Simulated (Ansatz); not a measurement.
`CC(C)[O][Mg][F]` → `[F][MgH]` + `CC(C)=O` at 600 K and 1 bar (β-hydride elimination).

Isolated molecules relaxed with PBE0-D4/def2-TZVP in Ansatz; ΔE leaves out vibrations. CBS: MP2 limit from def2 TZ/QZ plus the TZ coupled-cluster correction, frozen cores. For Mg outer-core shells are correlated without core-valence functions, which leaves a few kJ/mol of doubt a bond. One conformer a species, not always the lowest.

| species | CCSD(T)/CBS energy (Eh) | H − E (kJ/mol) | S (J/(mol·K)) |
| --- | --- | --- | --- |
| `CC(C)[O][Mg][F]` | -493.34984 | 332.4 | 487.5 |
| `[F][MgH]` | -300.33731 | 44.5 | 263.1 |
| `CC(C)=O` | -192.94016 | 267.8 | 372.0 |

H − E and S are ideal-gas, rigid-rotor, harmonic terms from PBE0-D4/def2-TZVP, for one conformer and one mirror image of each species. 1 Eh = 2625.50 kJ/mol, R = 8.31446 J/(mol·K).

**Question.** By hand: ΔE, ΔH, ΔS and ΔG.

**Answer.** ΔE = (-300.33731) + (-192.94016) − (-493.34984) = 0.07237 Eh = 190.0 kJ/mol. Δ(H − E) = 44.5 + 267.8 − 332.4 = -20.1, so ΔH = 169.9 kJ/mol. ΔS = 263.1 + 372.0 − 487.5 = 147.6 J/(mol·K). ΔG = 169.9 − 600 × (147.6)/1000 = 81.3 kJ/mol.

**Question.** By hand: the equilibrium constant, and the temperature at which ΔG would vanish if ΔH and ΔS stayed fixed.

**Answer.** log₁₀ K = −ΔG/(RT ln 10) = -7.1. ΔG = 0 at ΔH/ΔS = 1151 K.

The number of gas molecules changes by +1, which sets the sign of ΔS. A doubt of 5 kJ/mol in ΔE shifts log₁₀ K by 0.4 here. Other conformers and mirror images would add mixing entropy, several J/(mol·K) or more a flexible species. Modes under 60 cm⁻¹, often nearly free rotors, make the harmonic entropy too high. These are equilibria of isolated gas molecules and say nothing of rates. Largest T1 diagnostic: 0.013 (customary marks: 0.02 for closed shells, 0.045 for open ones).
